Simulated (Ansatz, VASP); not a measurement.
**Au in VASP and in Ansatz**

INCAR

```
SYSTEM = Au
PREC = Accurate
ENCUT = 600
EDIFF = 1E-6
ISMEAR = -1
SIGMA = 0.1
LREAL = .False.
LASPH = .True.
NELM = 60
ALGO = Normal
ISIF = 3
LWAVE = .False.
LCHARG = .False.
GGA = PE
IVDW = 12
IBRION = 2
NSW = 80
EDIFFG = -0.01
```

File KPOINTS:

```
regular mesh
0
Gamma
  13 13 13
  0 0 0
```

File POSCAR:

```
Au
1.0
    0.0000000000      2.0350000000      2.0350000000
    2.0350000000      0.0000000000      2.0350000000
    2.0350000000      2.0350000000      0.0000000000
Au
1
Direct
    0.0000000000      0.0000000000      0.0000000000
```

Input for Ansatz:

```yaml
crystal:
  lattice:
    - [0.0, 2.035, 2.035]
    - [2.035, 0.0, 2.035]
    - [2.035, 2.035, 0.0]
  atoms:
    - { symbol: Au, position: [0.0, 0.0, 0.0] }
basis:
  ecutwfc: 550.0
kpoints:
  mp_grid:
    grid: [13, 13, 13]
hamiltonian:
  xc: pbe
  dispersion: d3bj
scf:
  occupations:
    method: fermi_dirac
relax:
  cell: {}
```

Alike in both runs: task relaxation of cell and atoms; functional PBE; dispersion D3(BJ); k mesh 13 × 13 × 13; no spin polarisation.

```csv
,VASP,Ansatz
version,VASP 6.6.1,Ansatz 0.2.0
potentials or method,"VASP PAW PBE potentials, release 64 (Au)","plane waves, PAW"
plane-wave cutoff (eV),600,550
occupations,"fermi-dirac, width 0.1 eV",fermi-dirac
valence electrons in the cell,11,19
```

Ansatz gave:

* relaxed volume (Å³/atom): 17.24
* relaxed cell length with the largest relative difference (Å): 2.900
* energy change over the relaxation (meV/atom): -5

Task: What did VASP give for the same quantities?

Result: Relaxed volume (Å³/atom): 17.22; relaxed cell length with the largest relative difference (Å): 2.899; energy change over the relaxation (meV/atom): -4.

The two sets of potentials don't hold the same shells in valence.

Caveats: pairwise dispersion overbinds metals, which lowers pressure and volume. Zero-point motion and thermal expansion aren't in these numbers. Spin-orbit coupling is left out, which matters for the levels of Au.
